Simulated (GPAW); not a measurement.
The system is Cd.

```xyz
1
Lattice="1.6080 0.9284 2.4493 -1.6080 0.9284 2.4493 0.0000 -1.8568 2.4493" Properties=species:S:1:pos:R:3 pbc="T T T"
Cd    0.0000    0.0000    0.0000
```

This isn't the form of Cd at room conditions, which is hcp.

Base run:

```yaml
Program: GPAW 26.7.0
Functional: PBE
Potentials_or_basis: GPAW PAW data sets (gpaw-data 1.2.1)
Cutoff: 600 eV
Basis: pw
k_mesh: 10 × 10 × 10
Occupations: gaussian, width 0.05 eV
Spin: no spin polarisation
```

Its results: band gap on the k mesh none (metal or under the smearing width); pressure 1.6 GPa.

Problem. The run is repeated on the same cell with these changes: functional from PBE to r2SCAN; occupations from gaussian, width 0.05 eV to methfessel-paxton, width 0.1 eV. What comes out?

Solution. Band gap on the k mesh none (metal or under the smearing width); pressure -0.7 GPa.

Caveats: this smearing can pin the Fermi level at a band edge (some runs); the PAW data sets were made with another functional, which shifts forces and pressure a little (some runs).
